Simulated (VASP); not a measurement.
A run of VASP 6.6.1 is set up as follows.

File INCAR:

```
ALGO = Normal ; EDIFF = 1E-7
EDIFFG = -0.005 ; ENCUT = 600
GGA = PS ; IBRION = 2
ISIF = 3 ; ISMEAR = 0
KPAR = 4 ; LASPH = T
LCHARG = F ; LREAL = F
LWAVE = F ; NELM = 80
NSW = 90 ; PREC = Accurate
SIGMA = 0.03
```

File KPOINTS:

```
k-points
0
Gamma
  10 10 10
```

The input POSCAR:

```
HgSe                                    
1.0
    0.0000000000      3.0728100868      3.0728100868
    3.0728100868     -0.0000000000      3.0728100868
    3.0728100868      3.0728100868     -0.0000000000
  Hg              Se            
     1     1
Direct
     0.0000000000000000    0.0000000000000000    0.0000000000000000
     0.2500000000000000    0.2500000000000000    0.2500000000000000
```

Potentials or basis: VASP PAW PBE potentials, release 64 (Hg, Se).

Command:

```bash
$ cat potpaw_PBE.64/Hg/POTCAR potpaw_PBE.64/Se/POTCAR > POTCAR
$ mpirun -np 4 vasp_std > vasp.out
```

(1) Estimate the band gap on the k mesh.

## Answers

(1) none (metal or under the smearing width).

Caveat: the relaxation stopped at its first step, so nothing moved.
